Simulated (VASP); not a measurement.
# Ru in VASP: notebook

Runs on Ru. Level: PBE. Tasks: single point, relaxation of the atoms.

Everything below comes from runs of VASP 6.6.1. Logs are shortened: lines on timing, memory, paths and dates and some standing lists are left out, and cuts for length are marked.

### 1 The slab as given

The cell holds a slab with vacuum, 6 atoms: a = 2.718 Å, b = 4.301 Å, c = 20.492 Å, α = 90.00°, β = 90.00°, γ = 90.00°.

The slab is cut from a database's or a generator's crystal, which needn't be the stable form of the element.

### 2 Single point, PBE

INCAR reads:

```
ALGO = Normal
DIPOL = 0.5 0.5 0.500
EDIFF = 1E-6
ENCUT = 520
GGA = PE
ICORELEVEL = 1
IDIPOL = 3
ISIF = 2
ISMEAR = 1
KPAR = 4
LASPH = T
LCHARG = F
LDIPOL = T
LREAL = F
LVACPOTAV = T
LVHAR = T
LWAVE = F
NBANDS = 51
NELM = 80
PREC = Accurate
SIGMA = 0.1
```

KPOINTS reads:

```
k-points
0
Gamma
  14 9 1
```

POSCAR reads:

```
Ru
1.0
    2.7179493500      0.0000000000      0.0000000000
    0.0000000000      4.3005680000      0.0000000000
    0.0000000000      0.0000000000     20.4922311900
Ru
6
Direct
    0.9999995700      0.7500000000      0.3659923600
    0.5000005900      0.2500000000      0.4042803200
    0.4999996300      0.7500000000      0.4808560200
    0.0000006400      0.2500000000      0.5191439800
    0.9999996800      0.7500000000      0.5957196800
    0.5000007000      0.2500000000      0.6340076400
```

Potentials or basis: VASP PAW PBE potentials, release 64 (Ru_pv).

Launch:

```
$ cat potpaw_PBE.64/Ru_pv/POTCAR > POTCAR
$ mpirun -np 4 vasp_std > vasp.out
```

OUTCAR:

```text
EDIFF = 1E-6
   ENCUT = 520
   GGA = PE
   ISIF = 2
   ISMEAR = 1
   LASPH = T
   LREAL = F
   NELM = 80
   PREC = Accurate

 ion  position               nearest neighbor table
   1  1.000  0.750  0.366-   2 2.66   2 2.66   2 2.66   2 2.66   3 2.72   3 2.72
   2  0.500  0.250  0.404-   3 2.66   3 2.66   1 2.66   1 2.66   1 2.66   1 2.66   4 2.72   4 2.72

   3  0.500  0.750  0.481-   2 2.66   2 2.66   4 2.66   4 2.66   4 2.66   4 2.66   1 2.72   5 2.72
                             5 2.72   1 2.72
   4  0.000  0.250  0.519-   5 2.66   5 2.66   3 2.66   3 2.66   3 2.66   3 2.66   6 2.72   2 2.72
                             2 2.72   6 2.72
   5  1.000  0.750  0.596-   4 2.66   4 2.66   6 2.66   6 2.66   6 2.66   6 2.66   3 2.72   3 2.72

   6  0.500  0.250  0.634-   5 2.66   5 2.66   5 2.66   5 2.66   4 2.72   4 2.72

  LATTYP: Found a simple orthorhombic cell.
 ALAT       =     2.7179493500
 B/A-ratio  =     1.5822840849
 C/A-ratio  =     7.5395927411

  Lattice vectors:

 A1 = (   2.7179493500,   0.0000000000,   0.0000000000)
 A2 = (   0.0000000000,   4.3005680000,   0.0000000000)
 A3 = (   0.0000000000,   0.0000000000,  20.4922311900)

Analysis of symmetry for initial positions (statically):
=====================================================================
 Subroutine PRICEL returns:
 Original cell was already a primitive cell.

 Routine SETGRP: Setting up the symmetry group for a
 simple orthorhombic supercell.

 Subroutine GETGRP returns: Found  8 space group operations
 (whereof  2 operations were pure point group operations)
 out of a pool of  8 trial point group operations.

The static configuration has the point symmetry C_1h.
 The point group associated with its full space group is D_2h.

Analysis of symmetry for dynamics (positions and initial velocities):
=====================================================================
 Subroutine PRICEL returns:
 Original cell was already a primitive cell.

 Routine SETGRP: Setting up the symmetry group for a
 simple orthorhombic supercell.

 Subroutine GETGRP returns: Found  8 space group operations
 (whereof  2 operations were pure point group operations)
 out of a pool of  8 trial point group operations.

The dynamic configuration has the point symmetry C_1h.
 The point group associated with its full space group is D_2h.

 Subroutine INISYM returns: Found  8 space group operations
 (whereof  2 operations are pure point group operations),
 and found     1 'primitive' translations

----------------------------------------------------------------------------------------

                                     Primitive cell

  volume of cell :     239.5281

  direct lattice vectors                    reciprocal lattice vectors
     2.717949350  0.000000000  0.000000000     0.367924443  0.000000000  0.000000000
     0.000000000  4.300568000  0.000000000     0.000000000  0.232527424  0.000000000
     0.000000000  0.000000000 20.492231190     0.000000000  0.000000000  0.048798981

  length of vectors
     2.717949350  4.300568000 20.492231190     0.367924443  0.232527424  0.048798981

  position of ions in fractional coordinates (direct lattice)
     0.999999570  0.750000000  0.365992360
     0.500000590  0.250000000  0.404280320
     0.499999630  0.750000000  0.480856020
     0.000000640  0.250000000  0.519143980
     0.999999680  0.750000000  0.595719680
     0.500000700  0.250000000  0.634007640

  ion indices of the primitive-cell ions
   primitive index   ion index
                 1           1
                 2           2
                 3           3
                 4           4
                 5           5
                 6           6

----------------------------------------------------------------------------------------

 KPOINTS: k-points

Automatic generation of k-mesh.
 Grid dimensions read from file:
 generate k-points for:   14    9    1

 Generating k-lattice:

  Cartesian coordinates                     Fractional coordinates (reciprocal lattice)
     0.026280317  0.000000000  0.000000000     0.071428571  0.000000000  0.000000000
     0.000000000  0.025836380  0.000000000     0.000000000  0.111111111  0.000000000
     0.000000000  0.000000000  0.048798981     0.000000000  0.000000000  1.000000000

  Length of vectors
     0.026280317  0.025836380  0.048798981

  Shift w.r.t. Gamma in fractional coordinates (k-lattice)
     0.000000000  0.000000000  0.000000000

 Subroutine IBZKPT returns following result:
 ===========================================

 Found     40 irreducible k-points:

 Following reciprocal coordinates:
            Coordinates               Weight
  0.000000  0.000000  0.000000      1.000000
  0.071429  0.000000  0.000000      2.000000
  0.142857  0.000000  0.000000      2.000000
  0.214286  0.000000  0.000000      2.000000
  0.285714  0.000000  0.000000      2.000000
  0.357143  0.000000  0.000000      2.000000
[... 16 lines left out ...]
  0.428571  0.222222  0.000000      4.000000
  0.500000  0.222222  0.000000      2.000000
 [... further k-points ...]
   k-points           NKPTS =     40   k-points in BZ     NKDIM =     40   number of bands    NBANDS=     51
   number of dos      NEDOS =    301   number of ions     NIONS =      6
   total plane-waves  NPLWV = 102400
   dimension x,y,z NGX =    20 NGY =   32 NGZ =  160
   dimension x,y,z NGXF=    40 NGYF=   64 NGZF=  320
   ions per type =               6
   NGX,Y,Z   is equivalent  to a cutoff of  12.23, 12.37, 12.98 a.u.
   NGXF,Y,Z  is equivalent  to a cutoff of  24.47, 24.74, 25.96 a.u.
 SYSTEM =  unknown system
   PREC   = accura    normal or accurate (medium, high low for compatibility)
   ISTART =      0    job   : 0-new  1-cont  2-samecut
   ICHARG =      2    charge: 1-file 2-atom 10-const
   ISPIN  =      1    spin polarized calculation?
   LNONCOLLINEAR =      F non collinear calculations
   LSORBIT =      F    spin-orbit coupling
   LASPH  =      T    aspherical Exc in radial PAW
   ENCUT  =  520.0 eV  38.22 Ry    6.18 a.u.   5.05  8.00 38.10*2*pi/ulx,y,z
   NELM   =     80;   NELMIN=  2; NELMDL= -5     # of ELM steps
   EDIFF  = 0.1E-05   stopping-criterion for ELM
   LREAL  =      F    real-space projection
   EDIFFG = 0.1E-04   stopping-criterion for IOM
   NSW    =      0    number of steps for IOM
   IBRION =     -1    ionic relax: 0-MD 1-quasi-New 2-CG
   NFREE  =      0    steps in history (QN), initial steepest desc. (CG)
   ISIF   =      2    stress and relaxation
   ISYM   =      2    0-nonsym 1-usesym 2-fastsym
   POTIM  = 0.5000    time-step for ionic-motion
   TEBEG  =    0.0;   TEEND  =   0.0 temperature during run
   PSTRESS=    0.0 pullay stress
   NELECT =      84.0000    total number of electrons
   NUPDOWN=      -1.0000    fix difference up-down
   EMIN   =  10.00;   EMAX   =-10.00  energy-range for DOS
   EFERMI =   0.00;   METHOD = LEGACY
   ISMEAR =     1;   SIGMA  =   0.10  broadening in eV -4-tet -1-fermi 0-gaus
   EFERMI_NEDOS =   21; number of points for ismear=-14 and -15
   IALGO  =     38    algorithm
   IMIX   =      4    mixing-type and parameters
     AMIX     =   0.40;   BMIX     =  1.00
     AMIX_MAG =   1.60;   BMIX_MAG =  1.00
  volume/ion in A,a.u.               =      39.92       269.40
  Fermi-wavevector in a.u.,A,eV,Ry     =   1.154469  2.181631 18.133841  1.332800
  Thomas-Fermi vector in A             =   2.291106
   LORBIT       =      0    0 simple, 1 ext, 2 COOP (PROOUT), +10 PAW based schemes
   GGA     = PE    functional components
   LHFCALC =     F    Hartree Fock is set to
   AEXX    =    0.0000 exact exchange contribution
   IVDW    =     0    specifies the selected vdW correction
   LEPSILON=     F    determine dielectric tensor
   LRPA    =     F    only Hartree local field effects (RPA)
 non-spin polarized calculation
 Methfessel and Paxton  Order N= 1 SIGMA  =   0.10
  energy-cutoff  :      520.00
  volume of cell :      239.53
 maximum number of plane-waves:      6528
   NGX = 11   NGY = 15   NGZ = 77

 dipolmoment           0.000000      0.000000     -0.000000 electrons x Angstroem

 number of electron      84.0000039 magnetization

 dipolmoment           0.000000      0.000000      0.000000 electrons x Angstroem

 Free energy of the ion-electron system (eV)
  ---------------------------------------------------
  ext. energy  EPLUGINS =         0.00000000
  ---------------------------------------------------
  free energy    TOTEN  =       -50.97912175 eV

  energy without entropy =      -50.98028979  energy(sigma->0) =      -50.97951110

 the core state eigenenergies are
   1-  1s -21928.6473  2s  -3148.9264  2p  -2819.4676  3s   -550.6138  3p   -442.3861
       3d   -268.3741  4s    -71.2644
   2-  1s -21928.9518  2s  -3149.2905  2p  -2819.8275  3s   -550.9557  3p   -442.7280
       3d   -268.7215  4s    -71.5601
   3-  1s -21929.0984  2s  -3149.4665  2p  -2820.0004  3s   -551.1421  3p   -442.9143
       3d   -268.9084  4s    -71.7702
   4-  1s -21929.0984  2s  -3149.4665  2p  -2820.0004  3s   -551.1421  3p   -442.9143
       3d   -268.9085  4s    -71.7702
   5-  1s -21928.9518  2s  -3149.2905  2p  -2819.8275  3s   -550.9557  3p   -442.7280
       3d   -268.7215  4s    -71.5601
   6-  1s -21928.6473  2s  -3148.9264  2p  -2819.4676  3s   -550.6138  3p   -442.3861
       3d   -268.3741  4s    -71.2644

 E-fermi :   1.2938     XC(G=0):  -5.8594

 val. band max:        1.2920045619   @ k =   0.2143   0.1111   0.0000
 cond. band min:       1.2956206678   @ k =   0.3571   0.0000   0.0000
 fundamental gap:      0.0036161059
 Fermi energy:         1.2938284881

 k-point     1 :       0.0000    0.0000    0.0000
  band No.  band energies     occupation
      1     -42.2505      2.00000
      2     -41.9836      2.00000
      3     -41.9136      2.00000
      4     -41.8572      2.00000
      5     -41.7776      2.00000
      6     -41.6471      2.00000
[... 43 lines left out ...]
     50       3.1348     -0.00000
     51       3.2067     -0.00000

 k-point     2 :       0.0714    0.0000    0.0000
  band No.  band energies     occupation
      1     -42.2390      2.00000
      2     -41.9777      2.00000
      3     -41.9049      2.00000
      4     -41.8539      2.00000
      5     -41.7675      2.00000
      6     -41.6737      2.00000
[... 1180 lines left out ...]
 k-point    24 :       0.5000    0.2222    0.0000
  band No.  band energies     occupation
      1     -42.1634      2.00000
      2     -42.1634      2.00000
      3     -41.9206      2.00000
      4     -41.9206      2.00000
      5     -41.8201      2.00000
      6     -41.8201      2.00000
[... 43 lines left out ...]
     50       4.7523      0.00000
     51       5.4490      0.00000

 [... further k-points ...]
[... 5 lines left out ...]
  --------------------------------------------------------------------------------------
  -------------------------------------------------------------------------------------
  Total       -6.2093911     -6.4696996     -4.7447202      0.0000000      0.0000000      0.0000000
  in kB      -41.5339441    -43.2751194    -31.7369193      0.0000000      0.0000000      0.0000000
  external PRESSURE =     -38.8486609 kB  Pullay stress =       0.0000000 kB

 VOLUME and BASIS-vectors are now :
 -----------------------------------------------------------------------------
  energy-cutoff  :      520.00
  volume of cell :      239.53
      direct lattice vectors                 reciprocal lattice vectors
     2.717949350  0.000000000  0.000000000     0.367924443  0.000000000  0.000000000
     0.000000000  4.300568000  0.000000000     0.000000000  0.232527424  0.000000000
     0.000000000  0.000000000 20.492231190     0.000000000  0.000000000  0.048798981

 POSITION                                       TOTAL-FORCE (eV/Angst)
 -----------------------------------------------------------------------------------
      2.71795      3.22543      7.50000         0.000000      0.000000      1.009910
      1.35898      1.07514      8.28461         0.000000      0.000000     -0.220646
      1.35897      3.22543      9.85381         0.000000     -0.000000     -0.012267
      0.00000      1.07514     10.63842         0.000000     -0.000000      0.012267
      2.71795      3.22543     12.20763         0.000000      0.000000      0.220646
      1.35898      1.07514     12.99223         0.000000      0.000000     -1.009910
 -----------------------------------------------------------------------------------
    total drift:                               -0.002126      0.000000      0.002795

  FREE ENERGIE OF THE ION-ELECTRON SYSTEM (eV)
  ---------------------------------------------------
  free  energy   TOTEN  =       -50.9791217515 eV

  energy  without entropy=      -50.9802897852  energy(sigma->0) =      -50.97951110

 vacuum level on the upper side and lower side of the slab         6.025         6.025
```

Wall time 2 min (4 MPI ranks of AMD EPYC 9R45 (Zen 5), shared host); peak memory 0.5 GiB.

What came out:

```
Free energy                     : -50.9791 eV
Largest force                   : 1.010 eV/Å
Band gap on the k mesh          : none (metal or under the smearing width)
Work function of the upper face : 4.73 eV
Work function of the lower face : 4.73 eV
```

Forces on the atoms (eV/Å):
```
Ru   0.000  0.000  1.010
Ru   0.000  0.000 -0.221
Ru   0.000  0.000 -0.012
Ru   0.000  0.000  0.012
Ru   0.000  0.000  0.221
Ru   0.000  0.000 -1.010
```

Levels at points of the mesh, in eV from the Fermi level:
```csv
k point,band 40,band 41,band 42,band 43,band 44,band 45
"(0.00, 0.00, 0.00)",-1.30,-1.07,-0.86,-0.35,-0.30,0.01
"(0.50, 0.00, 0.00)",0.09,0.17,0.17,0.95,0.95,1.43
```

Core levels (eV, on the scale of the bands):
```
atom                                                                          levels
1 Ru  1s -21928.6, 2s -3148.9, 2p -2819.5, 3s -550.6, 3p -442.4, 3d -268.4, 4s -71.3
2 Ru  1s -21929.0, 2s -3149.3, 2p -2819.8, 3s -551.0, 3p -442.7, 3d -268.7, 4s -71.6
3 Ru  1s -21929.1, 2s -3149.5, 2p -2820.0, 3s -551.1, 3p -442.9, 3d -268.9, 4s -71.8
4 Ru  1s -21929.1, 2s -3149.5, 2p -2820.0, 3s -551.1, 3p -442.9, 3d -268.9, 4s -71.8
5 Ru  1s -21929.0, 2s -3149.3, 2p -2819.8, 3s -551.0, 3p -442.7, 3d -268.7, 4s -71.6
6 Ru  1s -21928.6, 2s -3148.9, 2p -2819.5, 3s -550.6, 3p -442.4, 3d -268.4, 4s -71.3
```

### 3 Relaxation of the atoms, PBE

INCAR reads:

```
SYSTEM = Ru
  PREC = Accurate
  ENCUT = 520
  EDIFF = 1E-6
  ISMEAR = 1
  SIGMA = 0.1
  LREAL = .False.
  LASPH = .True.
  NELM = 80
  ALGO = Normal
  ISIF = 2
  LWAVE = .False.
  LCHARG = .False.
  LDIPOL = .True.
  IDIPOL = 3
  DIPOL = 0.5 0.5 0.500
  GGA = PE
  IBRION = 2
  NSW = 80
  EDIFFG = -0.02
  KPAR = 4
```

KPOINTS reads:

```
Automatic mesh
0
Gamma
  14 9 1
  0 0 0
```

POSCAR is that of step 2.

Potentials or basis: VASP PAW PBE potentials, release 64 (Ru_pv).

Launch:

```
$ cat potpaw_PBE.64/Ru_pv/POTCAR > POTCAR
$ mpirun -np 4 vasp_std > vasp.out
```

Wall time 7.7 min (4 MPI ranks of AMD EPYC 9R45 (Zen 5), shared host); peak memory 0.52 GiB.

The run converged. Its results:

* Free energy: -51.1169 eV
* Energy gained by relaxing: 23.0 meV/atom
* Ionic steps: 8
* Largest force after relaxing: 0.007 eV/Å
* Band gap on the k mesh: none (metal or under the smearing width)

Forces on the atoms (eV/Å):
```
Ru   0.000  0.000 -0.007
Ru   0.000  0.000  0.005
Ru   0.000  0.000  0.002
Ru   0.000  0.000 -0.002
Ru   0.000  0.000 -0.005
Ru   0.000  0.000  0.007
```

The path:
```tsv
step	energy change (eV)	largest force (eV/Å)	pressure (GPa)
1	0.0000	1.0099	-3.88
2	-0.0799	0.6056	-3.08
3	-0.1272	0.2940	-1.88
4	-0.1276	0.3291	-1.73
5	-0.1371	0.0753	-1.49
6	-0.1372	0.0625	-1.45
7	-0.1377	0.0216	-1.36
8	-0.1377	0.0065	-1.33
```

Final structure:
```
Ru
1.0
     2.71795    0.00000    0.00000
     0.00000    4.30057    0.00000
     0.00000    0.00000   20.49223
Ru
6
Direct
  0.00000 0.75000 0.37263
  0.50000 0.25000 0.40374
  0.50000 0.75000 0.48185
  0.00000 0.25000 0.51815
  0.00000 0.75000 0.59626
  0.50000 0.25000 0.62737
```

Levels at points of the mesh, in eV from the Fermi level:
| k point | band 40 | band 41 | band 42 | band 43 | band 44 | band 45 |
| --- | --- | --- | --- | --- | --- | --- |
| (0.00, 0.00, 0.00) | -0.88 | -0.85 | -0.66 | -0.53 | -0.45 | 0.07 |
| (0.50, 0.00, 0.00) | -0.02 | 0.03 | 0.03 | 1.05 | 1.05 | 1.41 |

[end of part 1 of 2]
